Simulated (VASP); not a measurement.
A run of VASP 6.6.1 is set up as follows.

File INCAR:

```
PREC = Accurate
ENCUT = 600
EDIFF = 1E-6
ISMEAR = 0
SIGMA = 0.03
LREAL = False
LASPH = True
NELM = 80
ALGO = Normal
ISIF = 3
LWAVE = False
LCHARG = False
METAGGA = R2SCAN
LMIXTAU = True
IBRION = 2
NSW = 90
EDIFFG = -0.01
```

Contents of KPOINTS:

```
Automatic mesh
0
Gamma
  14 14 14
```

File POSCAR:

```
Ga
1.0
   -2.5464365500      2.5464365500      1.3900703200
    2.5464365500     -2.5464365500      1.3900703200
    2.5464365500      2.5464365500     -1.3900703200
Ga
2
Direct
    0.0000000000      0.0000000000      0.0000000000
    0.7500000000      0.2500000000      0.5000000000
```

Potentials or basis: VASP PAW PBE potentials, release 64 (Ga_d).

Launch:

```bash
$ cat potpaw_PBE.64/Ga_d/POTCAR > POTCAR
$ mpirun -np 1 vasp_std > vasp.out
```

Q: Predict the relaxed cell.

A: a = 3.967 Å, b = 3.967 Å, c = 3.967 Å, α = 96.53°, β = 96.53°, γ = 140.57°.

Q: Estimate the space group after relaxing (to 0.05 Å).

A: I4_1/amd (No. 141).

The path:
```tsv
step	energy change (eV)	largest force (eV/Å)	pressure (GPa)	volume (Å³)
1	0.0000	0.0000	2.39	36.05
2	-0.0131	0.0000	-0.14	37.47
3	-0.0132	0.0000	-0.40	37.64
4	-0.0158	0.0000	-0.42	37.55
5	-0.0218	0.0000	-0.07	37.28
6	-0.0042	0.0000	1.59	36.65
7	-0.0245	0.0000	0.32	37.12
8	-0.0245	0.0000	0.35	37.11
9	-0.0243	0.0000	-0.36	37.54
10	-0.0247	0.0000	0.09	37.28
11	-0.0247	0.0000	-0.02	37.33
12	-0.0247	0.0000	0.01	37.32
```

Caveat: the PAW data sets were made with another functional, which shifts forces and pressure a little.
